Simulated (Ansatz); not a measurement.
The structure comes from a relaxation in the same program, started in the zincblende type, and has space group F-43m. Whether it is a known phase or the ground state wasn't checked.

Below is the log of a run of Ansatz 0.2.0.

```
Engine: ansatz 0.2.0
Pseudopotentials: kind: paw
Pseudopotential: Ca, paw, valence charge 10, recommended cutoff 420 eV (normal)
Pseudopotential: O, paw, valence charge 6, recommended cutoff 420 eV (normal)
Functional definition: PBE
  parameter kappa = 0.804
  parameter beta = 0.06672455060314922
  exchange = pbe_x(kappa = kappa, mu = beta*pi^2/3)
  correlation = pbe_c(beta = beta)
Crystal: 2 atoms, lattice volume = 36.045 Å³
Basis set: ecut = 420 eV, 725 PW (Γ), exchange–correlation on 50×50×50 points (8 copies of the dense FFT grid, shifted against one another)
Bands: 12, of which v1, the nominal top of the filled ones, is band 8 counted from 1 (7 counted from 0)
Symmetry: 24 space group operations
Space group: F-43m (ITA 216), of the structure as read, at distance tolerance 3.3e-5 Å
k-points: 56 of 1331 (time reversal used)
Non-local potential: Ca, projectors of the file, l = 0: 3, l = 1: 2, l = 2: 2
Non-local potential: O, projectors of the file, l = 0: 2, l = 1: 2, l = 2: 1
PAW form: soft (Blöchl's): semilocal exchange-correlation on the pseudo side does not see the compensation charge
PAW one-centre angular grid: Ca, 110 points (default); XC on 64 Gauss nodes
PAW one-centre angular grid: O, 110 points (default); XC on 64 Gauss nodes
Initial density: superposition of atomic densities (neutral atoms: chi_scale 0, normalization atom), corrected by the library's trained network
Initial wavefunctions: pseudopotential atomic-orbital guess
Functional: x = pbe(κ = 0.804, μ = 0.2195149727645171), c = pbe(β = 0.06672455060314922)
SCF iter   1: F=—  HF=-2387.361954 eV  |F-HF|=—  |Δ(HF+E_count)|=         —  Δρ=7.77e-4  dr2=9.26e-5  ethr=1.77e-3  ⟨swp⟩=6.9  Hψ=4948  notcnv=0
preconditioner: auto → none  [insulator: Δε(μ)=3.266 eV  Ē_g=17.473 eV  σ=0.050 eV  W_gap=1.00  n_scr=8 (ndim 8)  ℏωp=23.1 eV  f_vac=0.073  D(μ)=0.00/eV (n_scr^D=0)  ε∞_Penn≈2.8]
SCF iter   2: F=—  HF=-2387.361996 eV  |F-HF|=—  |Δ(HF+E_count)|=   4.17e-5  Δρ=6.29e-4  dr2=1.28e-4  ethr=5.79e-7  ⟨swp⟩=2.4  Hψ=1595  notcnv=0
SCF iter   3: F=—  HF=-2387.362105 eV  |F-HF|=—  |Δ(HF+E_count)|=   1.09e-4  Δρ=5.73e-4  dr2=1.01e-4  ethr=5.79e-7  ⟨swp⟩=2.1  Hψ=924  notcnv=0
SCF iter   4: F=—  HF=-2387.362135 eV  |F-HF|=—  |Δ(HF+E_count)|=   3.05e-5  Δρ=2.76e-4  dr2=2.54e-5  ethr=5.79e-7  ⟨swp⟩=2.1  Hψ=806  notcnv=0
SCF iter   5: F=—  HF=-2387.362138 eV  |F-HF|=—  |Δ(HF+E_count)|=   2.83e-6  Δρ=6.26e-5  dr2=1.36e-6  ethr=1.59e-7  ⟨swp⟩=2.0  Hψ=873  notcnv=0
SCF iter   6: F=—  HF=-2387.362138 eV  |F-HF|=—  |Δ(HF+E_count)|=   8.87e-8  Δρ=2.53e-5  dr2=2.21e-7  ethr=8.48e-9  ⟨swp⟩=2.1  Hψ=800  notcnv=0
SCF iter   7: F=-2387.362138 eV  HF=-2387.362138 eV  |F-HF|=1.28e-8  |Δ(HF+E_count)|=   2.57e-8  Δρ=6.26e-6  dr2=1.47e-8  ethr=6.25e-10  ⟨swp⟩=5.1  Hψ=3139  notcnv=0
SCF 1 converged in 7 iterations: F = -2387.362138 eV  dr2 = 1.47e-8
  greatest PAW one-centre occupation: 0.995 electrons in one spin orbital (limit 2), on the Ca atom at site 0 (counted from 0), in its partial waves of l = 0
NSCF: frozen V_eff on 57 k-points
SCF converged after 7 iterations
Free energy (F): -2387.362138 eV
Harris-Foulkes:  -2387.362138 eV  (|F-HF|=1.28e-8)
Internal energy: -2387.362138 eV  (E = F + TS)
E sigma→0 (E₀):  -2387.362138 eV
Fermi energy:    6.287004 eV
--- Per-component energies (eV) ---
  E_band       = -144.069836
  E_kinetic    = 455.372268
  E_local      = -1130.646568  (includes V_loc(G=0)·N_el)
  E_nonlocal   = 111.646691
  E_hartree    = 393.588053
  E_xc         = -212.757440
  E_vxc        = -267.576313  (∫ρ·V_xc dr)
  E_paw        = -1016.280362  (= ΣΔE_a)
  E_vpaw       = -100.046348  (= ΣTr[D̂ρ^β])
  E_aug_tail   = 0.002405  (compensation charges beyond the density's cutoff)
  E_ewald      = -988.287186
  E_smearing   = -0.000000  (= −TS)
  E_closure    = 0.000000  (closes the sum)
  Σ components = -2387.362138   (vs F -2387.362138, Δ=0.00e0)
--- Forces (eV/Å), atoms counted from 1 ---
  atom   1  Ca     0.00000000    -0.00000000    -0.00000000
  atom   2  O     -0.00000000     0.00000000    -0.00000000
  max |Σ_I F_I| component: 1.30e-16 eV/Å
--- Stress (GPa, compression-positive) ---
        0.001687      -0.000000      -0.000000
        0.000000       0.001687       0.000000
       -0.000000       0.000000       0.001687
  P = ⅓ Tr σ = 0.0017 GPa (0.017 kbar)
--- PAW observables at the nuclei: V_zz in 10²¹ V/m², potentials from the cell's mean, atoms counted from 1 ---
  atom   1  Ca V_zz =    -0.000000   η = 0.0000   by run symmetry: forbidden
            electrostatic potential = -2214.173976 V   contact ρ = 41254.668735 e/Å³
  atom   2  O  V_zz =    +0.000000   η = 0.0000   by run symmetry: forbidden
            electrostatic potential = -621.895709 V   contact ρ = 2157.121968 e/Å³
--- Band table (eV; the first three rows and the last of 56) ---
  k-point 0: bands = ["-32.7072", "-13.6509", "-13.6509", "-13.6509", "-10.2304", "3.9343", "3.9343", "3.9343", "7.7980", "12.4278", "12.4278", "14.0093"]
  k-point 1: bands = ["-32.7039", "-13.7113", "-13.6549", "-13.6549", "-10.1708", "3.8334", "3.9572", "3.9572", "8.0973", "12.3278", "12.3278", "13.8847"]
  k-point 2: bands = ["-32.6951", "-13.8631", "-13.6656", "-13.6656", "-10.0230", "3.6456", "4.0159", "4.0159", "8.8238", "12.1594", "12.1594", "13.5874"]
  k-point 55: bands = ["-32.6526", "-14.2930", "-13.8560", "-13.7762", "-9.4369", "3.6840", "4.0003", "4.5057", "9.4970", "10.9674", "12.9003", "13.7025"]
--- Löwdin populations: 2 sites ---
  site symbol       q [e]
     0     Ca      8.3405
     1      O      7.3333
  spilling = 0.020392 (of n_electrons = 16.000000)
--- Bader charges: 2 sites ---
  site symbol  charge [e]  shift [e]
     0     Ca      1.4772     0.0010
     1      O     -1.4772     0.0010
  estimated error of the sums over rays = 2.0e-4 e
```

The cell and starting positions:

```
CELL_PARAMETERS angstrom
0.00000 2.62183 2.62183
2.62183 0.00000 2.62183
2.62183 2.62183 0.00000
ATOMIC_POSITIONS crystal
Ca 0.00000 0.00000 0.00000
O 0.25000 0.25000 0.25000
```

Parts of the input that the log doesn't repeat:

```yaml
  band_path:
    path:
      - [0.0, 0.0, 0.0]
      - [-0.5, -0.5, 0.0]
      - [-0.375, -0.375, 0.25]
      - [-0.375, 0.0, 0.375]
      - [0.0, 0.0, 0.0]
      - [0.0, 0.0, 0.5]
      - [-0.5, -0.25, 0.25]
      - [-0.5, -0.5, 0.0]
    npoints: 8
output:
  forces: true
  stress: true
  eigenvalues: true
  efg: { contact_densities: true }
  populations: true
  bader: true
  dos: { projected: true, de: 0.2, e_range: [-14, 8] }
```

Question: Write the input that produced this log.

Answer: 
```yaml
crystal:
  lattice:
    - [0.0, 2.6218300245, 2.6218300245]
    - [2.6218300245, 0.0, 2.6218300245]
    - [2.6218300245, 2.6218300245, 0.0]
  atoms:
    - { symbol: Ca, position: [0.0, 0.0, 0.0] }
    - { symbol: O, position: [0.25, 0.25, 0.25] }
kpoints:
  mp_grid: { grid: [11, 11, 11] }
  band_path:
    path:
      - [0.0, 0.0, 0.0]
      - [-0.5, -0.5, 0.0]
      - [-0.375, -0.375, 0.25]
      - [-0.375, 0.0, 0.375]
      - [0.0, 0.0, 0.0]
      - [0.0, 0.0, 0.5]
      - [-0.5, -0.25, 0.25]
      - [-0.5, -0.5, 0.0]
    npoints: 8
scf:
  occupations: { method: fermi_dirac, width: 0.05 }
hamiltonian:
  xc: pbe
  pseudopotentials: { kind: paw }
output:
  forces: true
  stress: true
  eigenvalues: true
  efg: { contact_densities: true }
  populations: true
  bader: true
  dos: { projected: true, de: 0.2, e_range: [-14, 8] }
```
This is the input that was run; digits and keys that the log doesn't show could differ in an equivalent one.
